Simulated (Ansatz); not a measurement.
Reaction (formal exchange of groups at the Si–Te bond): `[SeH][SiH2][TeH]` + `OCCO` → `OC[SiH2][SeH]` + `OC[TeH]`

Program: Ansatz. Geometries: PBE0-D4/def2-TZVP. ΔE: electronic, gas phase. CCSD(T)/CBS is the MP2 limit (def2-TZVPP, def2-QZVPP) plus CCSD(T) − MP2 in def2-TZVPP, frozen cores. This one scheme is used for every species. DFT in def2-TZVPP. def2 core potentials past Kr. For Se, Te outer-core shells are correlated without core-valence functions, which leaves a few kJ/mol of doubt a bond. Scalar relativity is left out up to krypton. Each species was taken in one conformer, which may not be the lowest.

Problem. Is it downhill or uphill in electronic energy at CCSD(T)/CBS, and by how much? (Estimate.)

Solution. The calculation gave: Uphill: ΔE = +1.01 eV.

Problem. What do these levels give: r2SCAN-D4, ωB97X-V, B2PLYP, HF/def2-QZVPP, MP2/def2-QZVPP, SCS-MP2/def2-QZVPP? (Estimate.)

Solution. The calculation gave: r2SCAN-D4 1.00, ωB97X-V 1.03, B2PLYP 0.98, HF/def2-QZVPP 1.09, MP2/def2-QZVPP 1.04, SCS-MP2/def2-QZVPP 1.01 eV.

Largest T1 diagnostic among the species: 0.011.

From PBE to PBE0 (25 % exact exchange), in def2-TZVPP and without D4, ΔE moves by +0.09 eV. In def2-TZVPP, CCSD(T) changes the Hartree–Fock value by −0.10 eV (the triples alone add −0.02 eV) and MP2 by −0.06 eV.
